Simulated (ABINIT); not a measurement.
# Zr (Pm-3m) in ABINIT: reference runs, part 2 of 2

ABINIT 10.8.3 (patched build).

## 3. Single point, PBE (atoms moved at random, drawn with an rms of 0.05 Å)

Input file run.abi:

```
# Pseudopotentials
pp_dirpath "./"
pseudos "Zr.GGA_PBE-JTH.xml"

# Structure
acell 3*1.0 Angstrom
rprim
     4.2991300000     0.0000000000     0.0000000000
     0.0000000000     4.2991300000     0.0000000000
     0.0000000000     0.0000000000     4.2991300000
ntypat 1
znucl 40
natom 3
typat 1 1 1
xred
     0.5048580000    -0.0045970000     0.0021970000
    -0.0004920000     0.4930230000    -0.0024350000
    -0.0019230000    -0.0015170000     0.4979440000
chkprim 0
chksymtnons 0
tolsym 1.0e-6

# Plane-wave basis
ecut 17.0
pawecutdg 34.0
pawxcdev 0

# k points
kptopt 1
ngkpt 6 6 6
nshiftk 1
shiftk 0.0 0.0 0.0

# Exchange and correlation
ixc 11

# Bands and occupations
nband 22
occopt 3
tsmear 0.00183747

# SCF cycle
nstep 100
tolvrs 1.0e-9

# Output
iomode 3
prtwf 0
prtden 0
prteig 0
prtebands 0
enunit 1
```

Potentials or basis: JTH PAW PBE v2.0.

Command:

```
$ abinit run.abi > log 2>&1
```

run.abo:

```text
.Version 10.8.3 of ABINIT
 Symmetries : space group P1 (#  1); Bravais aP (primitive triclinic)
================================================================================
 Values of the parameters that define the memory need of the present run
     intxc =       0    ionmov =       0      iscf =      17    lmnmax =      18
     lnmax =       6     mgfft =      32  mpssoang =       3    mqgrid =    3001
     natom =       3  nloc_mem =       2    nspden =       1   nspinor =       1
    nsppol =       1      nsym =       1    n1xccc =       1    ntypat =       1
    occopt =       3   xclevel =       2
       mpw =        1821          nfft =       32768          nkpt =         112
 PAW method is used; the additional fine FFT grid is defined by:
   mgfftf=        45    nfftf =     91125
================================================================================
================================================================================

--------------------------------------------------------------------------------
------------- Echo of variables that govern the present computation ------------
--------------------------------------------------------------------------------
 -outvars: echo values of preprocessed input variables --------
            acell      1.8897261259E+00  1.8897261259E+00  1.8897261259E+00 Bohr
              amu      9.12240000E+01
          chkprim           0
      chksymtnons           0
             ecut      1.70000000E+01 Hartree
           enunit           1
                       outvar_i_n : Printing only first  50 k-points.
              ixc          11
                       outvar_i_n : Printing only first  50 k-points.
         kptrlatt        6    0    0      0    6    0      0    0    6
          kptrlen      4.87450697E+01
            natom           3
            nband          22
            ngfft          32      32      32
          ngfftdg          45      45      45
             nkpt         112
            nstep         100
             nsym           1
           ntypat           1
                       prtocc : prtvol=0, do not print more k-points.
           occopt           3
        pawecutdg      3.40000000E+01 Hartree
         pawxcdev           0
           prtden           0
        prtebands           0
           prteig           0
            prtwf           0
            rprim      4.2991300000E+00  0.0000000000E+00  0.0000000000E+00
                       0.0000000000E+00  4.2991300000E+00  0.0000000000E+00
                       0.0000000000E+00  0.0000000000E+00  4.2991300000E+00
          spgroup           1
           tolsym      1.00000000E-06
           tolvrs      1.00000000E-09
           tsmear      1.83747000E-03 Hartree
            typat      1  1  1
           useylm           1
                       outvars : Printing only first  50 k-points.
           xangst      2.1704501735E+00 -1.9763100610E-02  9.4451886100E-03
                      -2.1151719600E-03  2.1195699700E+00 -1.0468381550E-02
                      -8.2672269900E-03 -6.5217802100E-03  2.1407259887E+00
            xcart      4.1015563979E+00 -3.7346847552E-02  1.7848819680E-02
                      -3.9970957136E-03  4.0054067480E+00 -1.9782374111E-02
                      -1.5622794832E-02 -1.2324378450E-02  4.0453858293E+00
             xred      5.0485800000E-01 -4.5970000000E-03  2.1970000000E-03
                      -4.9200000000E-04  4.9302300000E-01 -2.4350000000E-03
                      -1.9230000000E-03 -1.5170000000E-03  4.9794400000E-01
            znucl       40.00000

================================================================================

 chkinp: Checking input parameters for consistency.

================================================================================
[... 103 lines left out ...]
 ------------------------------------------------
 Atom  Sphere_radius  Integrated_density
    1        2.22030          9.09563438
    2        2.22030          9.10491842
    3        2.22030          9.09730491

================================================================================

 ----iterations are completed or convergence reached----

 Mean square residual over all n,k,spin=   43.310E-08; max=  15.190E-05
 reduced coordinates (array xred) for    3 atoms
       0.504858000000     -0.004597000000      0.002197000000
      -0.000492000000      0.493023000000     -0.002435000000
      -0.001923000000     -0.001517000000      0.497944000000
 rms dE/dt=  1.8850E-02; max dE/dt=  3.6976E-02; dE/dt below (all hartree)
    1       0.036976440444      0.008560124455      0.010998319267
    2      -0.016916131690     -0.023913833742      0.000816005505
    3      -0.020057357464      0.015356812017     -0.011814460516

 cartesian coordinates (angstrom) at end:
    1      2.17045017354000    -0.01976310061000     0.00944518861000
    2     -0.00211517196000     2.11956996999000    -0.01046838155000
    3     -0.00826722699000    -0.00652178021000     2.14072598872000

 cartesian forces (hartree/bohr) at end:
    1     -0.00455128573108    -0.00105353303646    -0.00135378177782
    2      0.00208231711208     0.00294366607451    -0.00010044717449
    3      0.00246896861900    -0.00189013303805     0.00145422895231
 frms,max,avg= 2.3202336E-03 4.5512857E-03  -1.211E-07 -1.273E-07  5.570E-09 h/b

 cartesian forces (eV/Angstrom) at end:
    1     -0.23403652212613    -0.05417484692604    -0.06961425797464
    2      0.10707705111685     0.15136939561370    -0.00516520138775
    3      0.12695947100928    -0.09719454868766     0.07477945936238
 frms,max,avg= 1.1931121E-01 2.3403652E-01  -6.227E-06 -6.546E-06  2.864E-07 e/A
 length scales=  1.889726125908  1.889726125908  1.889726125908 bohr
              =  1.000000000000  1.000000000000  1.000000000000 angstroms
 Fermi (or HOMO) energy (eV) =   9.11783   Average Vxc (eV)= -10.38484
 Eigenvalues (   eV  ) for nkpt= 112  k points:
 kpt#   1, nband= 22, wtk=  0.00463, kpt=  0.0000  0.0000  0.0000 (reduced coord)
 -39.54238  -39.28381  -39.28319  -17.97994  -17.97858  -17.97766  -17.37178  -17.37049
 -17.37033  -16.96777  -16.96683  -16.96593    4.16241    5.88079    7.57773    7.57945
   7.58006    7.58666    7.58778   12.13339   12.13565   12.13780
 prteigrs : prtvol=0 or 1, do not print more k-points.

--- !EnergyTerms
iteration_state     : {dtset: 1, }
comment             : Components of total free energy in Hartree
kinetic             :  3.65019838967335E+01
hartree             :  2.90317870488750E+01
xc                  : -2.02501433452188E+01
Ewald energy        : -1.06403063554581E+02
psp_core            :  3.14190962327889E+00
local_psp           : -1.17665604097974E+02
PAW spherical_terms :  3.31979949774138E+01
internal            : -1.42445135451473E+02
'-kT*entropy'       : -1.53112475647845E-03
total_energy        : -1.42446666576229E+02
total_energy_eV     : -3.87617126365825E+03
...

--- !EnergyTermsDC
iteration_state     : {dtset: 1, }
comment             : '"Double-counting" decomposition of free energy'
band_energy         : -1.68248446104096E+01
Ewald energy        : -1.06403063554581E+02
psp_core            :  3.14190962327889E+00
xc_dc               : -2.63422160541297E+01
PAW spherical_terms :  3.98307426554480E+00
internal            : -1.42445140330296E+02
'-kT*entropy'       : -1.53112475647845E-03
total_energy_dc     : -1.42446671455053E+02
total_energy_dc_eV  : -3.87617139641780E+03
...

--- !EnergyTermsWithPAWCore
iteration_state     : {dtset: 1, }
comment             : 'Components of total free energy, including PAW core contributions'
Total energy        : -1.07963125059597E+04
Total energy DC     : -1.07963125108385E+04
Total energy (eV)   : -2.93782629631984E+05
Total energy DC (eV): -2.93782629764744E+05
...

 Cartesian components of stress tensor (hartree/bohr^3)
  sigma(1 1)=  2.18572723E-06  sigma(3 2)= -1.36099267E-07
  sigma(2 2)=  2.27805408E-06  sigma(3 1)= -4.92520534E-07
  sigma(3 3)=  1.72211064E-06  sigma(2 1)= -2.45394055E-07

-Cartesian components of stress tensor (GPa)         [Pressure= -6.0665E-02 GPa]
- sigma(1 1)=  6.43063152E-02  sigma(3 2)= -4.00417869E-03
- sigma(2 2)=  6.70226650E-02  sigma(3 1)= -1.44904544E-02
- sigma(3 3)=  5.06662444E-02  sigma(2 1)= -7.21974235E-03

== END DATASET(S) ==============================================================
================================================================================

 -outvars: echo values of variables after computation  --------
            acell      1.8897261259E+00  1.8897261259E+00  1.8897261259E+00 Bohr
           etotal     -1.4244667146E+02
            fcart     -4.5512857311E-03 -1.0535330365E-03 -1.3537817778E-03
                       2.0823171121E-03  2.9436660745E-03 -1.0044717449E-04
                       2.4689686190E-03 -1.8901330380E-03  1.4542289523E-03
            rprim      4.2991300000E+00  0.0000000000E+00  0.0000000000E+00
                       0.0000000000E+00  4.2991300000E+00  0.0000000000E+00
                       0.0000000000E+00  0.0000000000E+00  4.2991300000E+00
           strten      2.1857272287E-06  2.2780540801E-06  1.7221106446E-06
                      -1.3609926746E-07 -4.9252053406E-07 -2.4539405480E-07
           xangst      2.1704501735E+00 -1.9763100610E-02  9.4451886100E-03
                      -2.1151719600E-03  2.1195699700E+00 -1.0468381550E-02
                      -8.2672269900E-03 -6.5217802100E-03  2.1407259887E+00
             xred      5.0485800000E-01 -4.5970000000E-03  2.1970000000E-03
                      -4.9200000000E-04  4.9302300000E-01 -2.4350000000E-03
                      -1.9230000000E-03 -1.5170000000E-03  4.9794400000E-01
 Calculation completed.
```

Run time: 2.4 min. Hardware: 1 thread of Arm Neoverse V1, shared host; peak memory 0.23 GiB.

What came out:

- Free energy: -3876.1714 eV
- Pressure: -0.1 GPa
- Largest force: 0.250 eV/Å
- Band gap on the k mesh: none (metal or under the smearing width)
- Valence electrons inside the program's atomic spheres: Zr 9.10 (radii [1.1749] Å)

Forces on the atoms (eV/Å):
```
Zr  -0.234 -0.054 -0.070
Zr   0.107  0.151 -0.005
Zr   0.127 -0.097  0.075
```
